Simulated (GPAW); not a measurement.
Sr:

```
CELL_PARAMETERS angstrom
0.00000 3.04235 3.04235
3.04235 0.00000 3.04235
3.04235 3.04235 0.00000
ATOMIC_POSITIONS crystal
Sr 0.00000 0.00000 0.00000
```

| Property | Result |
| --- | --- |
| Program | GPAW 26.7.0 |
| Task | relaxation of cell and atoms |
| Functional | PBEsol |
| Dispersion | D3(BJ) |
| Potentials or basis | PAW data sets generated in the run's folder for this functional |
| Cutoff | 600 eV |
| Basis | pw |
| k mesh | 8 × 8 × 8 |
| Occupations | fermi-dirac, width 0.05 eV |
| Spin | no spin polarisation |

At the start: pressure -1.5 GPa; volume 56.32 Å³/atom.

Task: How do energy, volume and symmetry change on relaxing?

Result: Over 4 steps the energy falls by 39.6 meV/atom and the volume is 48.98 Å³/atom (-13.0 %); space group Fm-3m (No. 225, to 0.05 Å).

Step by step:
```csv
step,energy change (eV),largest force (eV/Å),pressure (GPa),volume (Å³)
1,0.0000,0.0000,-1.51,56.32
2,-0.0113,0.0000,-1.32,55.05
3,-0.0392,0.0000,0.20,48.23
4,-0.0396,0.0000,-0.02,48.98
```

Final structure:
```xyz
1
Lattice="0.0000 2.9041 2.9041 2.9041 0.0000 2.9041 2.9041 2.9041 0.0000" Properties=species:S:1:pos:R:3 pbc="T T T"
Sr    0.0000    0.0000    0.0000
```

Caveat: later steps reuse the first step's grids; pairwise dispersion overbinds metals, which lowers pressure and volume.
